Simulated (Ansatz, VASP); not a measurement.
## C: VASP beside Ansatz

```xyz
2
Lattice="2.1792 -1.2583 0.0000 2.1792 1.2583 0.0000 -1.4127 0.0000 3.5883" Properties=species:S:1:pos:R:3 pbc="T T T"
C     3.6320    0.0000    0.0003
C    -0.6863    0.0000    3.5880
```

This is a stacking variant of graphite.

Alike in both runs: task single point; functional LDA; k mesh 14 × 14 × 8; occupations fermi-dirac, width 0.1 eV; no spin polarisation.

|  | VASP | Ansatz |
| --- | --- | --- |
| version | VASP 6.6.1 | Ansatz 0.2.0 |
| potentials or method | VASP PAW LDA potentials, release 64 (C) | plane waves, PAW |
| plane-wave cutoff (eV) | 520 | 463 |
| valence electrons in the cell | 8 | 8 |

|  | VASP | Ansatz | Ansatz less VASP |
| --- | --- | --- | --- |
| pressure (GPa) | -20.2 | -20.9 | -0.67 |
| largest component of the traceless stress (GPa) | 18.93 | 19.70 | +0.772 |

Caveats: so large a pressure means that the cell lies far from this level's equilibrium, or that cutoff or potentials fall short (VASP).
